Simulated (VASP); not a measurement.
# ZnO (zincite) (P6_3mc) in VASP: a series of runs

The runs below take ZnO (zincite) through band structure, phonons, dielectric tensor, with HSE06, PBE0, PBE-EpsX, PBE.

All numbers are computed with VASP 6.6.1; they aren't measurements. Logs are shortened: lines on timing, memory, paths and dates and some standing lists are left out, and cuts for length are marked.

**Measured values to compare with.**

“Electronic structure of alkaline earth and post-transition metal oxides”, 2009, arxiv:0908.1581 quotes, for a bulk crystal of ZnO: band gap 3.37 eV.

How close the calculation comes is told below.

## (1) Starting point

It takes space group P6_3mc (No. 186, hexagonal). Conventional cell: a = 3.237 Å, b = 3.237 Å, c = 5.224 Å, α = 90.00°, β = 90.00°, γ = 120.00°. Zn (site symmetry 3m) is surrounded by 4 O at 1.97 to 1.98 Å. O (site symmetry 3m) is surrounded by 4 Zn at 1.97 to 1.98 Å.

## (2) Band structure, HSE06

POSCAR reads:

```
ZnO                                     
1.0
    3.2367608094     -0.0000000000      0.0000000000
   -1.6183804048      2.8031170869      0.0000000000
    0.0000000000      0.0000000000      5.2238626476
  Zn              O             
     2     2
Direct
     0.3333333332999970    0.6666666667000030    0.4999835657714266
     0.6666666667000030    0.3333333332999970    0.9999835657714266
     0.6666666667000030    0.3333333332999970    0.3790264342285744
     0.3333333332999970    0.6666666667000030    0.8790264342285744
```

INCAR.step1 reads:

```
SYSTEM = ZnO
PREC = Accurate
ENCUT = 520
EDIFF = 1E-5
ISMEAR = 0
SIGMA = 0.03
LREAL = .FALSE.
LASPH = .TRUE.
NELM = 80
ALGO = Normal
ISIF = 2
LWAVE = .TRUE.
LCHARG = .FALSE.
NBANDS = 26
KPAR = 4
GGA = PE
```

INCAR.step2 reads:

```
SYSTEM = ZnO
PREC = Accurate
ENCUT = 520
EDIFF = 1E-6
ISMEAR = 0
SIGMA = 0.03
LREAL = .FALSE.
LASPH = .TRUE.
NELM = 80
ALGO = Normal
ISIF = 2
LWAVE = .FALSE.
LCHARG = .FALSE.
GGA = PE
LHFCALC = .TRUE.
HFSCREEN = 0.2
PRECFOCK = Fast
NBANDS = 26
KPAR = 4
ISTART = 1
```

KPOINTS reads:

```
Automatic mesh
0
G
  6 6 3
  0 0 0
```

KPOINTS_OPT reads:

```
explicit points
6
Reciprocal
 0.0000000000  0.0000000000  0.0000000000 1
 0.0000000000  0.0000000000  0.5000000000 1
 0.3333333333  0.3333333333  0.5000000000 1
 0.3333333333  0.3333333333  0.0000000000 1
 0.5000000000  0.0000000000  0.5000000000 1
 0.5000000000  0.0000000000  0.0000000000 1
```

Potentials or basis: VASP PAW PBE potentials, release 64 (Zn, O).

The run is started by

```
> cat potpaw_PBE.64/Zn/POTCAR potpaw_PBE.64/O/POTCAR > POTCAR
> cp INCAR.step1 INCAR
> mpirun -np 4 vasp_std > vasp.out
> cp INCAR.step2 INCAR
> mpirun -np 4 vasp_std > vasp.out
```

OUTCAR:

```text
SYSTEM = ZnO
   PREC = Accurate
   ENCUT = 520
   EDIFF = 1E-6
   ISMEAR = 0
   LREAL = .FALSE.
   LASPH = .TRUE.
   NELM = 80
   ISIF = 2
   GGA = PE
   LHFCALC = .TRUE.
   HFSCREEN = 0.2
   PRECFOCK = Fast
   ISTART = 1

 ion  position               nearest neighbor table
   1  0.333  0.667  0.500-   3 1.97   3 1.97   3 1.97   4 1.98
   2  0.667  0.333  1.000-   4 1.97   4 1.97   4 1.97   3 1.98
   3  0.667  0.333  0.379-   1 1.97   1 1.97   1 1.97   2 1.98
   4  0.333  0.667  0.879-   2 1.97   2 1.97   2 1.97   1 1.98

  LATTYP: Found a hexagonal cell.
 ALAT       =     3.2367608094
 C/A-ratio  =     1.6139167999

  Lattice vectors:

 A1 = (   3.2367608094,   0.0000000000,   0.0000000000)
 A2 = (  -1.6183804048,   2.8031170869,   0.0000000000)
 A3 = (   0.0000000000,   0.0000000000,   5.2238626476)

Analysis of symmetry for initial positions (statically):
=====================================================================
 Subroutine PRICEL returns:
 Original cell was already a primitive cell.

 Routine SETGRP: Setting up the symmetry group for a
 hexagonal supercell.

 Subroutine GETGRP returns: Found 12 space group operations
 (whereof  6 operations were pure point group operations)
 out of a pool of 24 trial point group operations.

The static configuration has the point symmetry C_3v.
 The point group associated with its full space group is C_6v.

Analysis of symmetry for dynamics (positions and initial velocities):
=====================================================================
 Subroutine PRICEL returns:
 Original cell was already a primitive cell.

 Routine SETGRP: Setting up the symmetry group for a
 hexagonal supercell.

 Subroutine GETGRP returns: Found 12 space group operations
 (whereof  6 operations were pure point group operations)
 out of a pool of 24 trial point group operations.

The dynamic configuration has the point symmetry C_3v.
 The point group associated with its full space group is C_6v.

 Subroutine INISYM returns: Found 12 space group operations
 (whereof  6 operations are pure point group operations),
 and found     1 'primitive' translations

[... 91 lines left out ...]
   IBRION =     -1    ionic relax: 0-MD 1-quasi-New 2-CG
   NFREE  =      0    steps in history (QN), initial steepest desc. (CG)
   ISIF   =      2    stress and relaxation
   ISYM   =      3    0-nonsym 1-usesym 2-fastsym
   POTIM  = 0.5000    time-step for ionic-motion
   TEBEG  =    0.0;   TEEND  =   0.0 temperature during run
   PSTRESS=    0.0 pullay stress
   NELECT =      36.0000    total number of electrons
   NUPDOWN=      -1.0000    fix difference up-down
   EMIN   =  10.00;   EMAX   =-10.00  energy-range for DOS
   EFERMI =   0.00;   METHOD = LEGACY
   ISMEAR =     0;   SIGMA  =   0.03  broadening in eV -4-tet -1-fermi 0-gaus
   EFERMI_NEDOS =   21; number of points for ismear=-14 and -15
   IALGO  =     38    algorithm
   IMIX   =      1    mixing-type and parameters
     AMIX     =   0.40;   BMIX     =  1.00
     AMIX_MAG =   1.60;   BMIX_MAG =  1.00
  volume/ion in A,a.u.               =      11.85        79.96
  Fermi-wavevector in a.u.,A,eV,Ry     =   1.493692  2.822669 30.356184  2.231117
  Thomas-Fermi vector in A             =   2.606060
   LORBIT       =      0    0 simple, 1 ext, 2 COOP (PROOUT), +10 PAW based schemes
   GGA     = PE    functional components
   LHFCALC =     T    Hartree Fock is set to
   PRECFOCK=fast      Normal, Fast or Accurate (Low or Medium for compatibility)
   ENCUT4O =  -1.0   cutoff for four orbital integrals eV
   NKREDX  =     1    reduce k-point grid by
   NKREDY  =     1    reduce k-point grid by
   NKREDZ  =     1    reduce k-point grid by
   AEXX    =    0.2500 exact exchange contribution
   HFSCREEN=    0.2000 screening length (either q_TF or 0.3 A-1)
   HFSCREENC=   0.2000 screening length for correlation (either q_TF or 0.3 A-1)
   ENCUTFOCK=  -1.0 apply spherical cutoff to Coloumb kernel
   IVDW    =     0    specifies the selected vdW correction
   LEPSILON=     F    determine dielectric tensor
   LRPA    =     F    only Hartree local field effects (RPA)
 non-spin polarized calculation
 Gauss-broadening in eV      SIGMA  =   0.03
  energy-cutoff  :      520.00
  volume of cell :       47.40
 maximum number of plane-waves:      1293
  NGX = 14; NGY = 14; NGZ = 24

 number of electron      36.0000018 magnetization

 Free energy of the ion-electron system (eV)
  ---------------------------------------------------
  ext. energy  EPLUGINS =         0.00000000
  ---------------------------------------------------
  free energy    TOTEN  =       -22.75274497 eV

  energy without entropy =      -22.75274497  energy(sigma->0) =      -22.75274497

 E-fermi :   0.1514     XC(G=0):  -8.9239

 val. band max:       -0.0284391909   @ k =   0.0000   0.0000   0.0000
 cond. band min:       2.4699006016   @ k =   0.0000   0.0000   0.0000
 fundamental gap:      2.4983397925
 Fermi energy:         0.1513997012

 k-point     1 :       0.0000    0.0000    0.0000
  band No.  band energies     occupation
      1     -19.5604      2.00000
      2     -18.8109      2.00000
      3      -6.6876      2.00000
      4      -6.6876      2.00000
      5      -6.6549      2.00000
      6      -6.4903      2.00000
[... 395 lines left out ...]
     25      16.2574      0.00000
     26      17.9056      0.00000

------------------------ aborting loop because EDIFF is reached ----------------------------------------

  FORCE on cell =-STRESS in cart. coord.  units (eV):
  Direction    XX          YY          ZZ          XY          YZ          ZX
  --------------------------------------------------------------------------------------
  -------------------------------------------------------------------------------------
  Total        0.7272923      0.7272923      0.6123546     -0.0000000      0.0000000      0.0000000
  in kB       24.5853249     24.5853249     20.6999814     -0.0000000      0.0000000      0.0000000
  external PRESSURE =      23.2902104 kB  Pullay stress =       0.0000000 kB

 VOLUME and BASIS-vectors are now :
 -----------------------------------------------------------------------------
  energy-cutoff  :      520.00
  volume of cell :       47.40
      direct lattice vectors                 reciprocal lattice vectors
     3.236760809  0.000000000  0.000000000     0.308950849  0.178372856  0.000000000
    -1.618380405  2.803117087  0.000000000     0.000000000  0.356745712  0.000000000
     0.000000000  0.000000000  5.223862648     0.000000000  0.000000000  0.191429229

 POSITION                                       TOTAL-FORCE (eV/Angst)
 -----------------------------------------------------------------------------------
     -0.00000      1.86874      2.61185        -0.000000     -0.000000     -0.011933
      1.61838      0.93437      5.22378         0.000000      0.000000     -0.011933
      1.61838      0.93437      1.97998         0.000000     -0.000000      0.011933
     -0.00000      1.86874      4.59191        -0.000000     -0.000000      0.011933
 -----------------------------------------------------------------------------------
    total drift:                                0.000001      0.000002     -0.002091

  FREE ENERGIE OF THE ION-ELECTRON SYSTEM (eV)
  ---------------------------------------------------
  free  energy   TOTEN  =       -22.7527449674 eV

  energy  without entropy=      -22.7527449674  energy(sigma->0) =      -22.75274497
```

It took 7.6 min on 4 MPI ranks of Intel Xeon Platinum 8559C (Emerald Rapids), shared host; peak memory 0.29 GiB.

Results:

```yaml
Free_energy: -22.7527 eV
Pressure: 2.3 GPa
Largest_force: 0.012 eV/Å
Band_gap_on_the_k_mesh: 2.50 eV, direct
Band_gap_along_the_path: 2.50 eV, direct
```

Forces on the atoms (eV/Å):
```
Zn   0.000  0.000 -0.012
Zn   0.000  0.000 -0.012
O    0.000  0.000  0.012
O    0.000  0.000  0.012
```

Stress tensor (GPa, compression positive):
```
2.46 0.00 0.00
0.00 2.46 0.00
0.00 0.00 2.07
```

Caveat: the PAW data sets were made with another functional, which shifts forces and pressure a little.

## (3) Band structure, PBE0

POSCAR is that of step 2.

INCAR.step1 is that of step 2.

Edit INCAR.step2 of step 2 so:

```diff
@@ -15,4 +15,5 @@
 LHFCALC = .TRUE.
-HFSCREEN = 0.2
+AEXX = 0.25
 PRECFOCK = Fast
+HFRCUT = -1
 NBANDS = 26
```

KPOINTS is that of step 2.

KPOINTS_OPT is that of step 2.

Potentials or basis: VASP PAW PBE potentials, release 64 (Zn, O).

The run is started by

```
> cat potpaw_PBE.64/Zn/POTCAR potpaw_PBE.64/O/POTCAR > POTCAR
> cp INCAR.step1 INCAR
> mpirun -np 4 vasp_std > vasp.out
> cp INCAR.step2 INCAR
> mpirun -np 4 vasp_std > vasp.out
```

Run time: 7.8 min. Hardware: 4 MPI ranks of Intel Xeon Platinum 8559C (Emerald Rapids), shared host; peak memory 0.19 GiB.

The run converged. Its results:

```
Free energy             : -23.8565 eV
Pressure                : 2.1 GPa
Largest force           : 0.011 eV/Å
Band gap on the k mesh  : 3.17 eV, direct
Band gap along the path : 3.17 eV, direct
```

Forces in eV/Å, atoms in the order of the input:
```
Zn   0.000  0.000 -0.011
Zn   0.000  0.000 -0.011
O    0.000  0.000  0.011
O    0.000  0.000  0.011
```

Stress tensor (GPa, compression positive):
```
2.25 0.00 0.00
0.00 2.25 0.00
0.00 0.00 1.86
```

Levels at points of the mesh, in eV from the valence-band top:
```csv
k point,band 14,band 15,band 16,band 17,band 18,band 19,band 20,band 21,band 22,band 23
"(0.00, 0.00, 0.00)",-0.87,-0.87,-0.09,0.00,0.00,3.17,7.96,11.04,15.82,15.82
"(0.50, 0.00, 0.00)",-3.84,-3.11,-2.42,-1.44,-0.90,8.54,9.42,10.11,11.59,13.55
```

Caveat: the PAW data sets were made with another functional, which shifts forces and pressure a little.

## (4) Band structure, PBE-EpsX

POSCAR is that of step 3.

INCAR.step1 reads:

```
SYSTEM = ZnO
PREC = Accurate
ENCUT = 520
EDIFF = 1E-8
ISMEAR = 0
SIGMA = 0.03
LREAL = .FALSE.
LASPH = .TRUE.
NELM = 80
ALGO = Normal
ISIF = 2
LWAVE = .FALSE.
LCHARG = .FALSE.
KPAR = 4
GGA = PE
LEPSILON = .TRUE.
```

KPOINTS.step1 reads:

```
Automatic mesh
0
G
  9 9 5
  0 0 0
```

INCAR.step2 reads:

```
SYSTEM = ZnO
PREC = Accurate
ENCUT = 520
EDIFF = 1E-5
ISMEAR = 0
SIGMA = 0.03
LREAL = .FALSE.
LASPH = .TRUE.
NELM = 80
ALGO = Normal
ISIF = 2
LWAVE = .TRUE.
LCHARG = .FALSE.
NBANDS = 26
KPAR = 4
GGA = PE
```

KPOINTS.step2 reads:

```
Automatic mesh
0
G
  6 6 3
  0 0 0
```

INCAR.step3 reads:

```
SYSTEM = ZnO
PREC = Accurate
ENCUT = 520
EDIFF = 1E-6
ISMEAR = 0
SIGMA = 0.03
LREAL = .FALSE.
LASPH = .TRUE.
NELM = 80
ALGO = Normal
ISIF = 2
LWAVE = .FALSE.
LCHARG = .FALSE.
GGA = PE
LHFCALC = .TRUE.
AEXX = 0.1709
PRECFOCK = Fast
HFRCUT = -1
NBANDS = 26
KPAR = 4
ISTART = 1
```

KPOINTS.step3 reads:

```
Automatic mesh
0
G
  6 6 3
  0 0 0
```

KPOINTS_OPT is that of step 3.

The run is started by

```
> cat potpaw_PBE.64/Zn/POTCAR potpaw_PBE.64/O/POTCAR > POTCAR
> cp INCAR.step1 INCAR
> cp KPOINTS.step1 KPOINTS
> mpirun -np 4 vasp_std > vasp.out
> cp INCAR.step2 INCAR
> cp KPOINTS.step2 KPOINTS
> mpirun -np 4 vasp_std > vasp.out
> cp INCAR.step3 INCAR
> cp KPOINTS.step3 KPOINTS
> mpirun -np 4 vasp_std > vasp.out
```

Wall time 8.7 min (4 MPI ranks of Intel Xeon Platinum 8559C (Emerald Rapids), shared host); peak memory 0.4 GiB.

It converged, with:

| Property | Result |
| --- | --- |
| Free energy | -21.8993 eV |
| Pressure | 3.5 GPa |
| Largest force | 0.008 eV/Å |
| Band gap on the k mesh | 2.39 eV, direct |
| Band gap along the path | 2.39 eV, direct |

Forces on the atoms (eV/Å):
```
Zn   0.000  0.000 -0.008
Zn   0.000  0.000 -0.008
O    0.000  0.000  0.008
O    0.000  0.000  0.008
```

Stress tensor (GPa, compression positive):
```
3.55 0.00 0.00
0.00 3.55 0.00
0.00 0.00 3.27
```

Levels at points of the mesh, in eV from the valence-band top:
```csv
k point,band 16,band 17,band 18,band 19,band 20,band 21
"(0.00, 0.00, 0.00)",-0.10,0.00,0.00,2.39,7.09,10.14
"(0.50, 0.00, 0.00)",-2.39,-1.40,-0.89,7.66,8.60,9.30
```

Caveat: the PAW data sets were made with another functional, which shifts forces and pressure a little.

(Continued in part 2 of 2.)
